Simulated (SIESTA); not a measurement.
Runs of SIESTA 5.4.2 on P. The cell holds a slab with vacuum, 4 atoms: a = 3.284 Å, b = 34.857 Å, c = 4.632 Å, α = 90.00°, β = 90.00°, γ = 90.00°. 

| task | level | potentials or basis | gap on the mesh (eV) | largest force (eV/Å) |
| --- | --- | --- | --- | --- |
| band structure | vdW-DF-cx | PseudoDojo 0.4 standard (PBE files), DZP (energy shift 0.003 Ry) | (b) | (a) |
| band structure | AM05 | PseudoDojo 0.4 standard (PBEsol files), DZP (energy shift 0.003 Ry) | 0.99 | (c) |
| single point | PBEsol | PseudoDojo 0.4 standard (PBEsol files), DZP (energy shift 0.003 Ry) | 0.98 | 0.54 |
| band structure | LDA | PseudoDojo 0.4 standard (LDA files), DZP (energy shift 0.003 Ry) | 0.95 | 0.41 |

Alike in all rows: no spin polarisation; cell as given; k mesh 8 × 1 × 6; smearing fermi-dirac 0.05 eV; grid cutoff 500 Ry; energy shift 0.003 Ry.

Estimate the missing entries.

(a) 0.75; (b) 1.00; (c) 0.48.

Caveats: the basis of atomic orbitals isn't converged, which shifts pressures, moduli and gaps; the potentials were made for another functional, which shifts forces and pressure (some runs).

A k mesh can miss the band edges.

Runs at the PBE level aren't shown here.
